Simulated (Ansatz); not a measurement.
# Structural energy differences of zirconium

Theory: Ansatz, DFT, LDA (PW92), plane waves (420 eV) with PAW, scalar-relativistic. (PAW data from PBE, frozen cores regenerated.)

Each structure is relaxed within its own symmetry, so a high-lying one may be dynamically unstable.

| structure | ΔE (meV/atom) | V (Å³/atom) | cell | magnetic state |
| --- | --- | --- | --- | --- |
| omega (AlB2-type) | -15 | 21.58 | a = 4.927 Å, c = 3.079 Å (c/a = 0.625) | spin not included |
| hcp | 0 | 21.78 | a = 3.144 Å, c = 5.089 Å (c/a = 1.619) | spin not included |
| fcc | 25 | 21.56 | a = 4.418 Å | spin not included |
| dhcp | 43 | 21.75 | a = 3.127 Å, c = 10.277 Å (c/a = 3.287) | spin not included |
| bcc | 44 | 21.21 | a = 3.488 Å | spin not included |
| A15 | 94 | 21.33 | a = 5.547 Å | spin not included |
| simple cubic | 837 | 22.71 | a = 2.832 Å | spin not included |
| diamond | 2375 | 27.74 | a = 6.054 Å | spin not included |

ΔE counts from hcp.

LDA puts omega (AlB2-type) 15 meV/atom below hcp, the structure of the real element at low temperature or room conditions.

Differences under about 8 meV lie within the error of the k-point mesh.
